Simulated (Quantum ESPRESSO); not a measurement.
# BAs (F-43m) in Quantum ESPRESSO: notebook

The runs below take BAs through phonons, Wannier functions, phonon dispersion, with vdW-DF-cx, PBEsol, rev-vdW-DF2, PBE.

Everything below comes from runs of Quantum ESPRESSO 7.5. Logs are shortened: lines on timing, memory, paths and dates and some standing lists are left out, and cuts for length are marked.

## (1) Starting point

Symmetry: F-43m, No. 216, cubic system. Conventional cell: a = 4.777 Å, b = 4.777 Å, c = 4.777 Å, α = 90.00°, β = 90.00°, γ = 90.00°. As (site symmetry -43m) has 4 B at 2.07 Å as nearest neighbours. B (site symmetry -43m) has 4 As at 2.07 Å as nearest neighbours.

## (2) Phonons, vdW-DF-cx

The input, pw.in:

```
&CONTROL
  calculation = 'scf'
  prefix = 'pwscf'
  outdir = './tmp'
  pseudo_dir = './pseudo'
  tprnfor = .true.
  tstress = .true.
  disk_io = 'low'
/
&SYSTEM
  ibrav = 0
  nat = 2
  ntyp = 2
  ecutwfc = 84
  nbnd = 15
  input_dft = 'vdw-df-cx'
  occupations = 'smearing'
  smearing = 'fd'
  degauss = 0.00367493
/
&ELECTRONS
  conv_thr = 4d-10
  electron_maxstep = 120
  mixing_beta = 0.5
/
ATOMIC_SPECIES
As    74.9216 As.upf
B     10.8100 B.upf
CELL_PARAMETERS angstrom
   0.0000000000    2.3885000000    2.3885000000
   2.3885000000    0.0000000000    2.3885000000
   2.3885000000    2.3885000000    0.0000000000
ATOMIC_POSITIONS crystal
As     0.7500000000    0.7500000000    0.7500000000
B      0.0000000000    0.0000000000    0.0000000000
K_POINTS automatic
8 8 8 1 1 1
```

The input, relax.in:

```
&CONTROL
  calculation = 'vc-relax'
  prefix = 'pwscf'
  outdir = './tmp'
  pseudo_dir = './pseudo'
  tprnfor = .true.
  tstress = .true.
  disk_io = 'low'
  nstep = 40
  forc_conv_thr = 0.0001
  etot_conv_thr = 1d-06
/
&SYSTEM
  ibrav = 0
  nat = 2
  ntyp = 2
  ecutwfc = 84
  nbnd = 15
  input_dft = 'vdw-df-cx'
  occupations = 'smearing'
  smearing = 'fd'
  degauss = 0.00367493
/
&ELECTRONS
  conv_thr = 4d-10
  electron_maxstep = 120
  mixing_beta = 0.5
/
&IONS
  ion_dynamics = 'bfgs'
/
&CELL
  cell_dynamics = 'bfgs'
  press = 0
  press_conv_thr = 0.2
/
ATOMIC_SPECIES
As    74.9216 As.upf
B     10.8100 B.upf
CELL_PARAMETERS angstrom
   0.0000000000    2.3885000000    2.3885000000
   2.3885000000    0.0000000000    2.3885000000
   2.3885000000    2.3885000000    0.0000000000
ATOMIC_POSITIONS crystal
As     0.7500000000    0.7500000000    0.7500000000
B      0.0000000000    0.0000000000    0.0000000000
K_POINTS automatic
8 8 8 1 1 1
```

The input, scf2.in:

```
&CONTROL
  calculation = 'scf'
  prefix = 'pwscf'
  outdir = './tmp'
  pseudo_dir = './pseudo'
  tprnfor = .true.
  tstress = .true.
  disk_io = 'low'
/
&SYSTEM
  ibrav = 0
  nat = 2
  ntyp = 2
  ecutwfc = 84
  nbnd = 15
  input_dft = 'vdw-df-cx'
  occupations = 'fixed'
/
&ELECTRONS
  conv_thr = 1d-13
  electron_maxstep = 120
  mixing_beta = 0.5
  startingpot = 'file'
  startingwfc = 'file'
/
ATOMIC_SPECIES
As    74.9216 As.upf
B     10.8100 B.upf
CELL_PARAMETERS angstrom
   0.0000000000    2.3872240512    2.3872240512
   2.3872240512    0.0000000000    2.3872240512
   2.3872240512    2.3872240512    0.0000000000
ATOMIC_POSITIONS crystal
As     0.7500000000    0.7500000000    0.7500000000
B      0.0000000000    0.0000000000    0.0000000000
K_POINTS automatic
8 8 8 1 1 1
```

The input, ph.in:

```
phonons of BAs
&INPUTPH
  prefix = 'pwscf'
  outdir = './tmp'
  tr2_ph = 1d-16
  fildyn = 'dyn'
  niter_ph = 60
  alpha_mix(1) = 0.7
  epsil = .true.
/
0.0000000000 0.0000000000 0.0000000000
```

The input, dynmat.in:

```
&INPUT
  fildyn = 'dyn'
  asr = 'crystal'
  lperm = .true.
  filout = 'dynmat.disp'
  fileig = 'dynmat.eig'
/
```

The input, dynmat_lo.in:

```
&INPUT
  fildyn = 'dyn'
  asr = 'crystal'
  filout = 'dynmat_lo.disp'
  fileig = 'dynmat_lo.eig'
  q(1) = 0
  q(2) = 0
  q(3) = 1
/
```

Potentials or basis: PseudoDojo 0.4.1 SR PBE standard.

Command:

```console
OMP_NUM_THREADS=1 pw.x -in pw.in > pw.out
OMP_NUM_THREADS=1 pw.x -in relax.in > relax.out
OMP_NUM_THREADS=1 pw.x -in scf2.in > scf2.out
OMP_NUM_THREADS=1 ph.x -in ph.in > ph.out
OMP_NUM_THREADS=1 dynmat.x -in dynmat.in > dynmat.out
OMP_NUM_THREADS=1 dynmat.x -in dynmat_lo.in > dynmat_lo.out
```

pw.out:

```text
This program is part of the open-source Quantum ESPRESSO suite
     for quantum simulation of materials; please cite
         "P. Giannozzi et al., J. Phys.:Condens. Matter 21 395502 (2009);
         "P. Giannozzi et al., J. Phys.:Condens. Matter 29 465901 (2017);
         "P. Giannozzi et al., J. Chem. Phys. 152 154105 (2020);
     in publications or presentations arising from this work. More details at

     IMPORTANT: XC functional enforced from input :
     Exchange-correlation= VDW-DF-CX
                           (   1   4  27   0   1   0   0)
     Any further DFT definition will be discarded
     Please, verify this is what you really want

     Message from routine setup:
     using ibrav=0 with symmetry is DISCOURAGED, use correct ibrav instead

     G-vector sticks info
     --------------------
     sticks:   dense  smooth     PW     G-vecs:    dense   smooth      PW
     Sum         955     955    295                19195    19195    3287

     Using Slab Decomposition

     bravais-lattice index     =            0
     lattice parameter (alat)  =       6.3832  a.u.
     unit-cell volume          =     183.9087 (a.u.)^3
     number of atoms/cell      =            2
     number of atomic types    =            2
     number of electrons       =        18.00
     number of Kohn-Sham states=           15
     kinetic-energy cutoff     =      84.0000  Ry
     charge density cutoff     =     336.0000  Ry
     scf convergence threshold =      4.0E-10
     mixing beta               =       0.5000
     number of iterations used =            8  plain     mixing
     Exchange-correlation= VDW-DF-CX
                           (   1   4  27   0   1   0   0)

     celldm(1)=   6.383210  celldm(2)=   0.000000  celldm(3)=   0.000000
     celldm(4)=   0.000000  celldm(5)=   0.000000  celldm(6)=   0.000000

     crystal axes: (cart. coord. in units of alat)
               a(1) = (   0.000000   0.707107   0.707107 )
               a(2) = (   0.707107   0.000000   0.707107 )
               a(3) = (   0.707107   0.707107   0.000000 )

     reciprocal axes: (cart. coord. in units 2 pi/alat)
               b(1) = ( -0.707107  0.707107  0.707107 )
               b(2) = (  0.707107 -0.707107  0.707107 )
               b(3) = (  0.707107  0.707107 -0.707107 )

     PseudoPot. # 1 for As read from file:
     As.upf
     Pseudo is Norm-conserving + core correction, Zval = 15.0
     Generated using ONCVPSP code by D. R. Hamann
     Using radial grid of 1358 points,  6 beta functions with:
                l(1) =   0
                l(2) =   0
                l(3) =   1
                l(4) =   1
                l(5) =   2
                l(6) =   2

[... 82 lines left out ...]
        k(   59) = (   0.3093592   0.3093592   0.3093592), wk =   0.0078125
        k(   60) = (  -0.3093592  -0.3093592   0.9280777), wk =   0.0234375

     Dense  grid:    19195 G-vectors     FFT dimensions: (  40,  40,  40)

     Initial potential from superposition of free atoms

     starting charge      17.9995, renormalised to      18.0000

     %%%%%%%%%%%%%%%%%%%%%%%%%%%%%%%%%%%%%%%%%%%%%%%%%%%%%%%%%%%%%%%%%%%%%%%%
     %                                                                      %
     % You are using vdW-DF, which was implemented by the Thonhauser group. %
     % Please cite the following two papers that made this development      %
     % possible and the two reviews that describe the various versions:     %
     %                                                                      %
     %   T. Thonhauser et al., PRL 115, 136402 (2015).                      %
     %   T. Thonhauser et al., PRB 76, 125112 (2007).                       %
     %   K. Berland et al., Rep. Prog. Phys. 78, 066501 (2015).             %
     %   D.C. Langreth et al., J. Phys.: Condens. Matter 21, 084203 (2009). %
     %                                                                      %
     % If you are calculating stress with vdW-DF, please also cite:         %
     %                                                                      %
     %   R. Sabatini et al., J. Phys.: Condens. Matter 24, 424209 (2012).   %
     %                                                                      %
     %%%%%%%%%%%%%%%%%%%%%%%%%%%%%%%%%%%%%%%%%%%%%%%%%%%%%%%%%%%%%%%%%%%%%%%%

     %%%%%%%%%%%%%%%%%%%%%%%%%%%%%%%%%%%%%%%%%%%%%%%%%%%%%%%%%%%%%%%%%%%%%%%%
     %                                                                      %
     %  vdW-DF NEWS:                                                        %
     %                                                                      %
     %  * vdW-DF3 is now available. DOI: 10.1021/acs.jctc.0c00471           %
     %    use with input_dft = 'vdW-DF3-opt1' or 'vdW-DF3-opt2'             %
     %                                                                      %
     %  * Unscreened and range-separated hybrid vdW-DF-cx functionals       %
     %    DOI: 10.1063/1.4986522 and 10.1088/1361-648X/ac2ad2               %
     %    use with input_dft = 'vdW-DF-cx0'    and 'vdW-DF-ahcx'            %
     %  * Unscreened and range-separated hybrid vdW-DF2-b86r functionals    %
     %    DOI: 10.1063/1.4986522 and DOI: 10.1103/PhysRevX.12.041003        %
     %    use with input_dft = 'vdW-DF2-br0' and 'vdW-DF2-ahbr'             %
     %                                                                      %
     %%%%%%%%%%%%%%%%%%%%%%%%%%%%%%%%%%%%%%%%%%%%%%%%%%%%%%%%%%%%%%%%%%%%%%%%

     Starting wfcs are   13 randomized atomic wfcs +    2 random wfcs

     Self-consistent Calculation

     iteration #  1     ecut=    84.00 Ry     beta= 0.50
     Davidson diagonalization with overlap
     ethr =  1.00E-02,  avg # of iterations =  5.7

     Threshold (ethr) on eigenvalues was too large:
     Diagonalizing with lowered threshold

     Davidson diagonalization with overlap
     ethr =  7.82E-04,  avg # of iterations =  1.3

     total energy              =    -217.55606203 Ry
     estimated scf accuracy    <       0.14103200 Ry
[... 50 lines left out ...]
     iteration #  9     ecut=    84.00 Ry     beta= 0.50
     Davidson diagonalization with overlap
     ethr =  9.25E-12,  avg # of iterations =  1.7

     End of self-consistent calculation

          k = 0.0442 0.0442 0.0442 (  2412 PWs)   bands (ev):

   -24.3866 -24.3864 -24.3864 -24.3654 -24.3654  -4.1274  10.5973  11.1058
    11.1058  14.6371  14.6819  14.6819  16.2523  21.0527  23.7902
[... 293 lines left out ...]
   -24.3832 -24.3804 -24.3793 -24.3634 -24.3628  -1.1693   2.6848   8.0240
     9.0882  14.5717  16.2167  16.7883  20.5059  23.3308  24.7765

     the Fermi energy is    11.8466 ev

!    total energy              =    -217.58133102 Ry
     estimated scf accuracy    <          2.6E-11 Ry
     smearing contrib. (-TS)   =      -0.00000000 Ry
     internal energy E=F+TS    =    -217.58133102 Ry

     The total energy is F=E-TS. E is the sum of the following terms:
     one-electron contribution =    -102.06148334 Ry
     hartree contribution      =      60.84151713 Ry
     xc contribution           =     -49.51924205 Ry
     ewald contribution        =    -126.84212275 Ry

     convergence has been achieved in   9 iterations

     Forces acting on atoms (cartesian axes, Ry/au):

     atom    1 type  1   force =     0.00000000    0.00000000    0.00000000
     atom    2 type  2   force =     0.00000000    0.00000000    0.00000000

     Total force =     0.000000     Total SCF correction =     0.000000

     Computing stress (Cartesian axis) and pressure

          total   stress  (Ry/bohr**3)                   (kbar)     P=       -2.20
  -0.00001495  -0.00000000  -0.00000000           -2.20       -0.00       -0.00
  -0.00000000  -0.00001495  -0.00000000           -0.00       -2.20       -0.00
  -0.00000000  -0.00000000  -0.00001495           -0.00       -0.00       -2.20

=------------------------------------------------------------------------------=
   JOB DONE.
=------------------------------------------------------------------------------=
```

relax.out:

```text
This program is part of the open-source Quantum ESPRESSO suite
     for quantum simulation of materials; please cite
         "P. Giannozzi et al., J. Phys.:Condens. Matter 21 395502 (2009);
         "P. Giannozzi et al., J. Phys.:Condens. Matter 29 465901 (2017);
         "P. Giannozzi et al., J. Chem. Phys. 152 154105 (2020);
[... 1969 lines left out ...]
  -0.00000000   0.00000005  -0.00000000           -0.00        0.01       -0.00
   0.00000000  -0.00000000   0.00000005            0.00       -0.00        0.01

=------------------------------------------------------------------------------=
   JOB DONE.
=------------------------------------------------------------------------------=
```

scf2.out:

```text
This program is part of the open-source Quantum ESPRESSO suite
     for quantum simulation of materials; please cite
         "P. Giannozzi et al., J. Phys.:Condens. Matter 21 395502 (2009);
         "P. Giannozzi et al., J. Phys.:Condens. Matter 29 465901 (2017);
         "P. Giannozzi et al., J. Chem. Phys. 152 154105 (2020);
[... 527 lines left out ...]
   0.00000000   0.00000002   0.00000000            0.00        0.00        0.00
   0.00000000   0.00000000   0.00000002            0.00        0.00        0.00

=------------------------------------------------------------------------------=
   JOB DONE.
=------------------------------------------------------------------------------=
```

Run time: 20 min. Hardware: 1 thread of Intel Xeon Platinum 8375C at 2.90GHz (Ice Lake), shared host; peak memory 0.17 GiB.

Results:

```yaml
Free_energy: -2960.3448 eV
Relaxed_volume: 13.60 Å³/atom
Relaxed_cell: a = 3.376 Å, b = 3.376 Å, c = 3.376 Å, α = 60.00°, β = 60.00°, γ = 60.00°
Space_group_after_relaxing_to_0.05_Å: F-43m (No. 216)
Pressure_after_relaxing: 0.0 GPa
Electronic_dielectric_tensor_diagonal: 9.73
Born_charges_mean_of_the_diagonal: As +0.41; B -0.41 e
Highest_phonon_frequency_at_Γ_LO-TO_splitting_left_out: 688 cm⁻¹
Static_dielectric_tensor_diagonal: 9.79
```

Final structure:
```
As B
1.0
     0.00000    2.38722    2.38722
     2.38722    0.00000    2.38722
     2.38722    2.38722    0.00000
As B
1 1
Direct
  0.75000 0.75000 0.75000
  0.00000 0.00000 0.00000
```

Phonon frequencies in cm⁻¹ (negative: imaginary):
```tsv
q point	frequencies
(0.000, 0.000, 0.000)	31 31 31 688 688 688
```

Electronic dielectric tensor:
```
9.73 0.00 0.00
0.00 9.73 0.00
0.00 0.00 9.73
```

Born effective charge tensors (e):
atom 1, As
```
0.41 0.00 0.00
0.00 0.41 0.00
0.00 0.00 0.41
```
atom 2, B
```
-0.41  0.00  0.00
 0.00 -0.41  0.00
 0.00  0.00 -0.41
```

Optical modes at Γ, degenerate ones joined, polar ones without the macroscopic field:
```csv
cm⁻¹,components,symmetry,active in,"IR intensity, summed ((D/Å)²/amu)"
690,3,T2,IR and Raman,1.26
```

Zone-centre frequencies without and with the macroscopic field along z (cm⁻¹):
```csv
,optical modes in rising order
without,690 690 690
with the field,690 690 692
```

Static dielectric tensor, electrons and zone-centre modes:
```
9.79 0.00 0.00
0.00 9.79 0.00
0.00 0.00 9.79
```

Caveat: the potentials were made for another functional, which shifts forces and pressure; before the sum rule the acoustic modes lie tens of cm⁻¹ from zero, a sign that the density grid also shifts the optical modes.

[end of part 1 of 5]
